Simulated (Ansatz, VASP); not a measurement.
# Two plane-wave programs on Fe

```xyz
1
Lattice="0.0000 1.8395 1.8395 1.8395 0.0000 1.8395 1.8395 1.8395 0.0000" Properties=species:S:1:pos:R:3 pbc="T T T"
Fe    0.0000    0.0000    0.0000
```

Alike in both runs: task single point; functional PBE; k mesh 12 × 12 × 12; occupations fermi-dirac, width 0.1 eV; collinear spin.

|  | VASP | Ansatz |
| --- | --- | --- |
| version | VASP 6.6.1 | Ansatz 0.2.0 |
| potentials or method | VASP PAW PBE potentials, release 64 (Fe) | PAW, plane waves, scalar-relativistic |
| plane-wave cutoff (eV) | 520 | 420 |
| valence electrons in the cell | 8 | 16 |

VASP gave:

```
pressure (GPa)                                                : -5.1
net moment per atom (μB)                                      : 2.63
size of the moment on the site where the two differ most (μB) : 2.63
```

What did Ansatz give for the same quantities?

Pressure (GPa): -5.1; net moment per atom (μB): 2.62; size of the moment on the site where the two differ most (μB): 2.67.

Site moments also hang on the region over which each program counts them. The functional is the same, so the differences come from potentials, cutoffs and numerics. The two sets of potentials don't hold the same shells in valence.
